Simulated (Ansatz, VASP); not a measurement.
# LiH: VASP beside Ansatz

File INCAR:

```
SYSTEM = LiH
ALGO = Normal
EDIFF = 1E-6
ENCUT = 520
GGA = PS
ISIF = 2
ISMEAR = 0
LASPH = .True.
LCHARG = .True.
LELF = .True.
LREAL = .False.
LVHAR = .True.
LWAVE = .False.
NBANDS = 9
NELM = 100
PREC = Accurate
SIGMA = 0.05
```

File KPOINTS:

```
k-points
0
Gamma
  10 10 10
  0 0 0
```

The input POSCAR:

```
LiH
1.0
    0.0000000000      2.1951000000      2.1138000000
    2.1951000000      0.0000000000      2.1138000000
    2.1951000000      2.1951000000      0.0000000000
Li H
1 1
Direct
    0.0000000000      0.0000000000      0.0000000000
    0.5000000000      0.5000000000      0.5000000000
```

Input for Ansatz:

```yaml
crystal:
  lattice:
    - [0.0, 2.1951, 2.1138]
    - [2.1951, 0.0, 2.1138]
    - [2.1951, 2.1951, 0.0]
  atoms:
    - { symbol: Li, position: [0.0, 0.0, 0.0] }
    - { symbol: H, position: [0.5, 0.5, 0.5] }
basis:
  ecutwfc: 420
kpoints:
  mp_grid: { grid: [10, 10, 10] }
hamiltonian:
  xc: pbesol
scf:
  occupations: { method: gaussian, width: 0.05 }
output:
  forces: true
  stress: true
  eigenvalues: true
```

Change from the starting cell: strain +0.080 along x and y, +0.040 along z, atoms carried along.

Alike in both runs: task single point; functional PBEsol; k mesh 10 × 10 × 10; occupations gaussian, width 0.05 eV; no spin polarisation.

|  | VASP | Ansatz |
| --- | --- | --- |
| version | VASP 6.6.1 | Ansatz 0.2.0 |
| potentials or method | VASP PAW PBE potentials, release 64 (Li_sv, H) | scalar-relativistic, plane waves, PAW |
| plane-wave cutoff (eV) | 520 | 420 |
| valence electrons in the cell | 4 | 4 |

|  | VASP | Ansatz | Ansatz less VASP |
| --- | --- | --- | --- |
| gap on the k mesh at the Fermi level (eV) | 2.59 | 2.59 | +0.003 |
| least direct gap on the mesh (eV) | 2.84 | 2.85 | +0.004 |

With one functional, cell and mesh, what is left measures potentials, basis and numerics.

 A k mesh can miss the band edges.
